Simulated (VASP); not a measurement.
# CoSi (P2_13) in VASP: a series of runs, part 4 of 4

VASP 6.6.1.

## 6. Phonons, LDA

This run uses another cell than the first one, of 10.31 Å³/atom, 0.977 times its volume.

Contents of POSCAR:

```
CoSi
1.0
    4.3526566556      0.0000000000      0.0000000000
   -0.0000000000      4.3526566556     -0.0000000000
    0.0000000000     -0.0000000000      4.3526566556
  Co              Si
     4     4
Direct
     0.1457906122825164    0.1457906122825164    0.1457906122825164
     0.3542093877174836    0.8542093877174837    0.6457906122825163
     0.6457906122825163    0.3542093877174836    0.8542093877174837
     0.8542093877174837    0.6457906122825163    0.3542093877174836
     0.8431294705215652    0.8431294705215652    0.8431294705215652
     0.6568705294784348    0.1568705294784419    0.3431294705215581
     0.3431294705215581    0.6568705294784348    0.1568705294784419
     0.1568705294784419    0.3431294705215581    0.6568705294784348
```

Contents of INCAR.step1:

```
SYSTEM = CoSi
PREC = Accurate
ENCUT = 600
EDIFF = 1E-8
ISMEAR = 1
SIGMA = 0.1
LREAL = .False.
LASPH = .True.
NELM = 80
ALGO = Normal
ISIF = 3
LWAVE = .False.
LCHARG = .False.
GGA = CA
KPAR = 4
IBRION = 2
NSW = 40
EDIFFG = -0.002
```

Contents of INCAR.step2:

```
SYSTEM = CoSi
PREC = Accurate
ENCUT = 600
EDIFF = 1E-8
ISMEAR = 1
SIGMA = 0.1
LREAL = .False.
LASPH = .True.
NELM = 80
ALGO = Normal
ISIF = 2
LWAVE = .False.
LCHARG = .False.
GGA = CA
KPAR = 4
IBRION = 6
NFREE = 2
POTIM = 0.015
NSW = 1
```

Contents of KPOINTS:

```
Automatic mesh
0
Gamma
  8 8 8
  0 0 0
```

Potentials or basis: VASP PAW LDA potentials, release 64 (Co, Si).

Run with:

```sh
$ cat potpaw_LDA.64/Co/POTCAR potpaw_LDA.64/Si/POTCAR > POTCAR
$ cp INCAR.step1 INCAR
$ mpirun -np 4 vasp_std > vasp.out
$ cp CONTCAR POSCAR
$ cp INCAR.step2 INCAR
$ mpirun -np 4 vasp_std > vasp.out
```

OUTCAR:

```text
SYSTEM = CoSi
   PREC = Accurate
   ENCUT = 600
   EDIFF = 1E-8
   ISMEAR = 1
   LREAL = .False.
   LASPH = .True.
   NELM = 80
   ISIF = 2
   GGA = CA
   IBRION = 6
   NFREE = 2
   POTIM = 0.015
   NSW = 1

 ion  position               nearest neighbor table
   1  0.146  0.146  0.146-   5 2.28   6 2.30   7 2.30   8 2.30   7 2.38   8 2.38   6 2.38   3 2.68
                             4 2.68   2 2.68   2 2.68   4 2.68   3 2.68
   2  0.354  0.854  0.646-   6 2.28   8 2.30   7 2.30   5 2.30   5 2.38   8 2.38   7 2.38   1 2.68
                             1 2.68   3 2.68   3 2.68   4 2.68   4 2.68
   3  0.646  0.354  0.854-   7 2.28   6 2.30   8 2.30   5 2.30   5 2.38   6 2.38   8 2.38   1 2.68
                             4 2.68   2 2.68   2 2.68   4 2.68   1 2.68
   4  0.854  0.646  0.354-   8 2.28   7 2.30   6 2.30   5 2.30   5 2.38   7 2.38   6 2.38   1 2.68
                             3 2.68   2 2.68   1 2.68   2 2.68   3 2.68
   5  0.843  0.843  0.843-   1 2.28   2 2.30   3 2.30   4 2.30   3 2.38   4 2.38   2 2.38   6 2.69
                             7 2.69   8 2.69   6 2.69   8 2.69   7 2.69
   6  0.657  0.157  0.343-   2 2.28   3 2.30   4 2.30   1 2.30   1 2.38   3 2.38   4 2.38   7 2.69
                             8 2.69   5 2.69   7 2.69   8 2.69   5 2.69
   7  0.343  0.657  0.157-   3 2.28   4 2.30   2 2.30   1 2.30   1 2.38   4 2.38   2 2.38   8 2.69
                             6 2.69   5 2.69   8 2.69   6 2.69   5 2.69
   8  0.157  0.343  0.657-   4 2.28   2 2.30   3 2.30   1 2.30   1 2.38   2 2.38   3 2.38   7 2.69
                             6 2.69   5 2.69   7 2.69   6 2.69   5 2.69

  LATTYP: Found a simple cubic cell.
 ALAT       =     4.3523058317

  Lattice vectors:

 A1 = (   4.3523058317,   0.0000000000,   0.0000000000)
 A2 = (   0.0000000000,   4.3523058317,   0.0000000000)
 A3 = (   0.0000000000,   0.0000000000,   4.3523058317)

Analysis of symmetry for initial positions (statically):
[... 1195 lines left out ...]
  FORCE on cell =-STRESS in cart. coord.  units (eV):
  Direction    XX          YY          ZZ          XY          YZ          ZX
  --------------------------------------------------------------------------------------
  -------------------------------------------------------------------------------------
  Total        0.0408469      0.0117036     -0.0041963     -0.0112430     -0.0262976      0.0078455
  in kB        0.7938004      0.2274426     -0.0815493     -0.2184917     -0.5110567      0.1524665
  external PRESSURE =       0.3132312 kB  Pullay stress =       0.0000000 kB
[... 23 lines left out ...]
  FREE ENERGIE OF THE ION-ELECTRON SYSTEM (eV)
  ---------------------------------------------------
  free  energy   TOTEN  =       -62.6405912994 eV

  energy  without entropy=      -62.6425184440  energy(sigma->0) =      -62.64123368

 INTERNAL STRAIN TENSORS FROM DISPLACED ATOMS
 ============================================

 INTERNAL STRAIN TENSOR FOR ION    1 for displacements in x,y,z  (eV/Angst):
          X           Y           Z          XY          YZ          ZX
  --------------------------------------------------------------------------------
  x    -2.71692    -0.77567    -0.26887    -1.50486    -1.76881     2.70640
  y    -0.26887    -2.71692    -0.77567     2.70640    -1.50486    -1.76881
  z    -0.77567    -0.26887    -2.71692    -1.76881     2.70640    -1.50486

 INTERNAL STRAIN TENSOR FOR ION    8 for displacements in x,y,z  (eV/Angst):
          X           Y           Z          XY          YZ          ZX
  --------------------------------------------------------------------------------
  x     2.28534     0.62373    -0.41172     0.78029     1.76979     0.47351
  y     0.41172    -2.28534    -0.62373     0.47351    -0.78029     1.76979
  z     0.62373    -0.41172     2.28534     1.76979    -0.47351    -0.78029

 Eigenvectors and eigenvalues of the dynamical matrix
 ----------------------------------------------------

   1 f  =   13.417472 THz    84.304460 2PiTHz  447.558676 cm-1    55.490179 meV
             X         Y         Z           dx          dy          dz
      0.634527  0.634527  0.634527    -0.134553    0.101190    0.012971
      1.541626  3.717779  2.810680    -0.081157   -0.089626    0.179230
      2.810680  1.541626  3.717779    -0.043521    0.051718    0.189762
      3.717779  2.810680  1.541626    -0.096918   -0.139098    0.002439
      3.669536  3.669536  3.669536    -0.007986   -0.044418    0.122600
      2.858923  0.682770  1.493383     0.361848    0.441978   -0.400990
      1.493383  2.858923  0.682770     0.265915   -0.387070   -0.328047
      0.682770  1.493383  2.858923    -0.103920    0.099326    0.049657
[... 243 lines left out ...]
  24 f/i=    0.000367 THz     0.002304 2PiTHz    0.012230 cm-1     0.001516 meV
             X         Y         Z           dx          dy          dz
      0.634527  0.634527  0.634527    -0.003864   -0.032735    0.410154
      1.541626  3.717779  2.810680    -0.003859   -0.032704    0.410153
      2.810680  1.541626  3.717779    -0.003861   -0.032735    0.410153
      3.717779  2.810680  1.541626    -0.003867   -0.032704    0.410153
      3.669536  3.669536  3.669536    -0.002662   -0.022583    0.283145
      2.858923  0.682770  1.493383    -0.002672   -0.022592    0.283146
      1.493383  2.858923  0.682770    -0.002671   -0.022583    0.283145
      0.682770  1.493383  2.858923    -0.002661   -0.022592    0.283146

 ELASTIC MODULI CONTR FROM IONIC RELAXATION (kBar)
 Direction    XX          YY          ZZ          XY          YZ          ZX
 --------------------------------------------------------------------------------
 XX         -89.4330    -35.4852    -35.4852      0.0000     -0.0000      0.0000
 YY         -35.4852    -89.4330    -35.4852      0.0000     -0.0000     -0.0000
 ZZ         -35.4852    -35.4852    -89.4330     -0.0000      0.0000     -0.0000
 XY           0.0000      0.0000     -0.0000    -84.9657     -0.0000     -0.0000
 YZ          -0.0000     -0.0000     -0.0000     -0.0000    -84.9657     -0.0000
 ZX           0.0000     -0.0000     -0.0000     -0.0000     -0.0000    -84.9657
 --------------------------------------------------------------------------------
```

OUTCAR.step1:

```text
SYSTEM = CoSi
   PREC = Accurate
   ENCUT = 600
   EDIFF = 1E-8
   ISMEAR = 1
   LREAL = .False.
   LASPH = .True.
   NELM = 80
[... 1148 lines left out ...]
  -------------------------------------------------------------------------------------
  Total       -0.0015987     -0.0015987     -0.0015987      0.0000000      0.0000000      0.0000000
  in kB       -0.0310691     -0.0310691     -0.0310691      0.0000000      0.0000000      0.0000000
  external PRESSURE =      -0.0310691 kB  Pullay stress =       0.0000000 kB
[... 23 lines left out ...]
  FREE ENERGIE OF THE ION-ELECTRON SYSTEM (eV)
  ---------------------------------------------------
  free  energy   TOTEN  =       -62.6420210856 eV

  energy  without entropy=      -62.6439565026  energy(sigma->0) =      -62.64266622

 reached required accuracy - stopping structural energy minimisation
```

Run time: 6.3 min. Hardware: 4 MPI ranks of Intel Xeon 6975P-C (Granite Rapids), shared host; peak memory 1.1 GiB.

Results:

```yaml
Highest_phonon_frequency_at_Γ_LO-TO_splitting_left_out: 448 cm⁻¹
```

Phonon frequencies in cm⁻¹ (negative: imaginary):
```csv
q point,frequencies
"(0.000, 0.000, 0.000)",0 0 0 206 221 221 239 239 239 261 261 261 331 331 331 334 334 376 376 376 379 448 448 448
```

## 7. Summary

| task | level | potentials or basis | cell | k mesh | cutoff (eV) | smearing | k mesh for the DOS | occupations for the DOS | by perturbation theory | pressure (GPa) | largest force (eV/Å) |
| --- | --- | --- | --- | --- | --- | --- | --- | --- | --- | --- | --- |
| band structure | r2SCAN | VASP PAW PBE potentials, release 64 (Co, Si) | P2_13, 10.55 Å³/atom | 8 × 8 × 8 | 520 | methfessel-paxton 0.1 eV | - | - | - | -0.5 | 0.03 |
| density of states | PBE | VASP PAW PBE potentials, release 64 (Co, Si) | P2_13, 10.55 Å³/atom | 8 × 8 × 8 | 520 | methfessel-paxton 0.1 eV | 12 × 12 × 12 | tetrahedron | - | - | - |
| phonons | PBEsol | VASP PAW PBE potentials, release 64 (Co, Si) | P2_13, 10.55 Å³/atom | 12 × 12 × 12 | 600 | methfessel-paxton 0.2 eV | - | - | no | - | - |
| optical spectrum | PBE | VASP PAW PBE potentials, release 64 (Co, Si) | P2_13, 10.55 Å³/atom | 12 × 12 × 12 | 520 | gaussian 0.05 eV | - | - | - | 7.0 | 0.03 |
| phonons | LDA | VASP PAW LDA potentials, release 64 (Co, Si) | P2_13, 10.31 Å³/atom | 8 × 8 × 8 | 600 | methfessel-paxton 0.1 eV | - | - | no | - | - |

Alike in all rows: no spin polarisation.

Caveats: the PAW data sets were made with another functional, which shifts forces and pressure a little (some runs); independent-particle spectra lack excitons (some runs); the intraband (Drude) part of a metal's response may be missing (some runs).

Absolute energies hang on the potentials; compare differences alone.
